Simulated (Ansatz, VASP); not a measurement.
## Ag: VASP beside Ansatz

```
CELL_PARAMETERS angstrom
2.86706 0.00000 0.00000
-1.43353 2.48295 0.00000
0.00000 0.00000 4.69071
ATOMIC_POSITIONS crystal
Ag 0.33333 0.66667 0.25000
Ag 0.66667 0.33333 0.75000
```

Alike in both runs: functional PBEsol; k mesh 18 × 18 × 10; occupations gaussian, width 0.1 eV; no spin polarisation.

Ansatz relaxed the structure, and its values are those at the end. VASP's run is a single point on that final structure, the one shown.

|  | VASP | Ansatz |
| --- | --- | --- |
| version | VASP 6.6.1 | Ansatz 0.2.0 |
| potentials or method | VASP PAW PBE potentials, release 64 (Ag) | scalar-relativistic, plane waves, PAW |
| plane-wave cutoff (eV) | 520 | 420 |
| valence electrons in the cell | 22 | 38 |

Ansatz gave:

| Item | Value |
| --- | --- |
| gap on the k mesh at the Fermi level (eV) | none |
| pressure (GPa) | 0.0 |

Estimate VASP's values.

gap on the k mesh at the Fermi level (eV): none; pressure (GPa): -0.2.

A gap of «none» marks a metal or a gap that the smearing closes. With one functional, cell and mesh, what is left measures potentials, basis and numerics. The two sets of potentials don't hold the same shells in valence.

Caveats: the PAW data sets were made with another functional, which shifts forces and pressure a little (VASP).
